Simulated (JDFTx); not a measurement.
A run of JDFTx 1.7.0 (patched build) is set up as follows.

Contents of MnO.in:

```
lattice \
    0.0000000000     2.2239077028     2.2239077028 \
    2.2239077028     0.0000000000     2.2239077028 \
    2.2239077028     2.2239077028     0.0000000000
latt-scale 1.889726124626 1.889726124626 1.889726124626
coords-type Lattice
ion Mn     0.0000000000     0.0000000000     0.0000000000 1
ion O      0.5000000000     0.5000000000     0.5000000000 1

ion-species pseudo/Mn.upf
ion-species pseudo/O.upf
elec-cutoff 48 384
elec-ex-corr lda-PW
kpoint-folding 10 10 10
elec-smearing Fermi 0.0018374661
elec-n-bands 19
spintype z-spin
initial-magnetic-moments Mn 4
elec-initial-magnetization 4 no
electronic-SCF nIterations 100 energyDiffThreshold 1e-09
electronic-minimize nIterations 30 energyDiffThreshold 1e-7
converge-empty-states yes
forces-output-coords Cartesian

dump-name run.$VAR
dump End Ecomponents EigStats BandEigs Kpoints Forces Stress ElecDensity
```

Potentials or basis: PseudoDojo-SR-LDA-0.4.1-standard with smoothed tails.

The run is started by

```sh
$ jdftx -c 1 -i MnO.in -o MnO.out
```

Task: Estimate the pressure.

Result: -16.0 GPa.

Task: What does it give for the band gap on the k mesh?

Result: None (metal or under the smearing width).

Task: Estimate the site moments.

Result: Mn +4.38; O +0.26 μB.

Caveat: so large a pressure means that the cell lies far from this level's equilibrium, or that cutoff or potentials fall short; a cell with one magnetic atom can't hold antiferromagnetic order, which such compounds often take; semilocal functionals often make such compounds metallic where correlation or magnetic order opens a gap, which also shifts bond lengths. With open d or f shells a metallic result of LDA can be an artefact of self-interaction; +U or a hybrid may open a gap.
